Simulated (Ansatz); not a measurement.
# SnTe: the change of pressure with volume scale

Periodic Kohn-Sham DFT of a crystal at fixed atoms, scaled to volume_scale times the given cell; pressure positive in compression, energy less spherical unpolarised free atoms, largest_vzz the field gradient of largest size among the nuclei. The results are calculated, by Ansatz 0.2.0.

The cell before it is scaled or strained (space group Fm-3m, No. 225):
```
cell vectors (Å)
   0.0000     3.1565     3.1565
   3.1565     0.0000     3.1565
   3.1565     3.1565     0.0000
atoms (fractions of the cell vectors)
Sn  0.00000  0.00000  0.00000
Te  0.50000  0.50000  0.50000
```

Settings of every row: method all-electron PAW; functional PBE; relativity scalar; k mesh 11x11x11; filling fermi-dirac; smearing width 0.08 eV; nucleus gaussian.

Atom start moment: 0 on all atoms.

Limits: no spin-orbit coupling on heavy atoms.

| row | volume scale | V (Å³/atom) | pressure (GPa) |
| --- | --- | --- | --- |
| 1 | 0.94 | 29.563 | 5.504 |
| 2 | 0.96 | 30.192 | 4.222 |
| 3 | 0.98 | 30.821 | 3.07 |
| 4 | 0.99 | 31.135 | 2.537 |
| 5 | 1.01 | 31.764 | 1.552 |
| 6 | 1.02 | 32.079 | ? |
| 7 | 1.04 | 32.708 | 0.255 |
| 8 | 1.06 | 33.337 | -0.505 |

Question: what pressure should row 6 give?

Worked fit of pressure. Take u = (V_r/V)^(2/3) − 1 with V_r = 31.135 Å³ an atom, which is twice the finite (Eulerian) strain; such expansions in the strain, on which the Birch-Murnaghan equation of state is built, carry the rest volume and the bulk modulus. The shown rows have u = 0.03514, 0.02072, 0.00678, 0, -0.01325, -0.03232, -0.04453. Least squares give pressure = 2.5374 + 77.015 × u + 203.87 × u² + 194 × u³ GPa; a parabola predicts inner rows, each left out in turn, worse (root mean square 0.0033 against 0.00092 GPa). The rows lie off it by 0.000, 0.000, 0.001, 0.000, 0.000, 0.000, 0.000. The pressure vanishes at u = -0.0363, or V = 32.91 Å³ an atom, and there the bulk modulus at fixed shape and fractions is B = −V dP/dV = (2/3)(1 + u) dP/du = 40.5 GPa. The withheld row has u = -0.01972, so the fit gives 2.5374 + 77.015 × (-0.01972) + 203.87 × (-0.01972)² + 194 × (-0.01972)³ = 1.096 GPa.

The calculation gave 1.097 GPa. The fit lies 0.001 GPa (0.017 % of the column's range) below it, one unit of the last digit.
